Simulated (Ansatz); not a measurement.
# IrO2: frozen-core PAW against all-electron methods

```
Ir O
1.0
     4.49900    0.00000    0.00000
     0.00000    4.49900    0.00000
     0.00000    0.00000    3.14600
Ir O
2 4
Direct
  0.00000 0.00000 0.00000
  0.50000 0.50000 0.50000
  0.31100 0.31100 0.00000
  0.18900 0.81100 0.50000
  0.68900 0.68900 0.00000
  0.81100 0.18900 0.50000
```

Atom numbers follow the list: Ir1, Ir2, O3, O4, O5, O6.

Conventional cell: a = 4.499 Å, b = 4.499 Å, c = 3.146 Å, α = 90.00°, β = 90.00°, γ = 90.00°. Ir (atom 1) has 6 O at 1.98 Å as nearest neighbours. Around O (atom 3) lie 3 Ir at 1.98 Å.

The geometry is COD entry 1538153, unchecked; take it as a test cell. It is an old determination, and later ones may differ.

No spin–orbit coupling, which matters for the heavy atoms here.

All numbers are computed: DFT, PBEsol, PAW with Ansatz's default frozen-core files, scalar-relativistic (Ansatz 0.2.0); DFT, PBEsol, all-electron LAPW, scalar-relativistic (Ansatz 0.2.0).

For PAW: a Γ-centred 8×8×11 k mesh, Fermi–Dirac smearing of 0.05 eV, cutoff 420 eV, no spin polarisation; the PAW files were made with PBE, and the program remakes their frozen cores for this functional. LAPW targets a basis error of 0.5 meV/atom. The Ansatz runs share mesh, smearing and spin set-up. Plane-wave (PAW) pressures include the program's estimate of the Pulay term.

Stress and pressure are positive in compression.

Levels count from the Fermi level.

PAW results:

```
                      quantity     PAW
                pressure (GPa)   -1.92
               stress xx (GPa)   -3.95
               stress zz (GPa)    2.15
         force on O3, x (eV/Å)  -0.386
highest filled level at Z (eV)  -0.794
  lowest empty level at Z (eV)   0.297
highest filled level at R (eV)  -1.816
  lowest empty level at R (eV)   0.564
highest filled level at X (eV)  -0.284
  lowest empty level at X (eV)   3.592
```

**Question.** What does full-potential LAPW give for the same quantities?

**Answer.** 
| quantity | LAPW |
| --- | --- |
| pressure (GPa) | -1.84 |
| stress xx (GPa) | -3.89 |
| stress zz (GPa) | 2.27 |
| force on O3, x (eV/Å) | -0.390 |
| highest filled level at Z (eV) | -0.794 |
| lowest empty level at Z (eV) | 0.297 |
| highest filled level at R (eV) | -1.816 |
| lowest empty level at R (eV) | 0.565 |
| highest filled level at X (eV) | -0.285 |
| lowest empty level at X (eV) | 3.594 |
